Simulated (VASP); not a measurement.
Set up this calculation in VASP 6.6.1, as the native input.

| Quantity | Value |
| --- | --- |
| Task | relaxation of the atoms |
| Functional | PBEsol |
| Potentials or basis | VASP PAW PBE potentials, release 64 (Ga_d, As) |
| Cutoff | 520 eV |
| k mesh | 4 × 6 × 1 |
| Occupations | gaussian, width 0.05 eV |
| Spin | no spin polarisation |
| Dipole correction | yes |
| Further INCAR settings | ALGO = Normal; EDIFF = 1e-06; IBRION = 2; EDIFFG = -0.015; NSW = 100 |

The structure of GaAs lies in POSCAR:

```
GaAs
1.0
    5.6537000000      0.0000000000      0.0000000000
    0.0000000000      3.9977696090      0.0000000000
    0.0000000000      0.0000000000     23.9955392180
Ga As
5 5
Direct
    0.5000000000      0.5000000000      0.3333953002
    1.0000000000      1.0000000000      0.4166976501
    0.5000000000      0.5000000000      0.5000000000
    1.0000000000      1.0000000000      0.5833023499
    0.5000000000      0.5000000000      0.6666046998
    0.7500000000      1.0000000000      0.3333953002
    0.2500000000      0.5000000000      0.4166976501
    0.7500000000      1.0000000000      0.5000000000
    0.2500000000      0.5000000000      0.5833023499
    0.7500000000      1.0000000000      0.6666046998
```

These files were run (other wordings do the same):

INCAR

```
SYSTEM = GaAs
PREC = Accurate
ENCUT = 520
EDIFF = 1E-6
ISMEAR = 0
SIGMA = 0.05
LREAL = .False.
LASPH = .True.
NELM = 60
ALGO = Normal
ISIF = 2
LWAVE = .False.
LCHARG = .False.
LDIPOL = .True.
IDIPOL = 3
DIPOL = 0.5 0.5 0.500
GGA = PS
IBRION = 2
NSW = 100
EDIFFG = -0.015
```

KPOINTS

```
Automatic mesh
0
Gamma
  4 6 1
  0 0 0
```

Potentials or basis: VASP PAW PBE potentials, release 64 (Ga_d, As).

Launch:

```bash
$ cat potpaw_PBE.64/Ga_d/POTCAR potpaw_PBE.64/As/POTCAR > POTCAR
$ mpirun -np 1 vasp_std > vasp.out
```

Results of the run:

| Quantity | Value |
| --- | --- |
| Energy gained by relaxing | 144.3 meV/atom |
| Ionic steps | 18 |
| Largest force after relaxing | 0.010 eV/Å |
| Band gap on the k mesh | 0.65 eV, indirect (least direct gap 1.05 eV) |

Caveat: the PAW data sets were made with another functional, which shifts forces and pressure a little.

It took 2.7 h on 1 thread of Intel(R) Xeon(R) Platinum 8175M CPU @ 2.50GHz (Skylake/Cascade Lake) (shared host), peak memory 0.71 GiB.
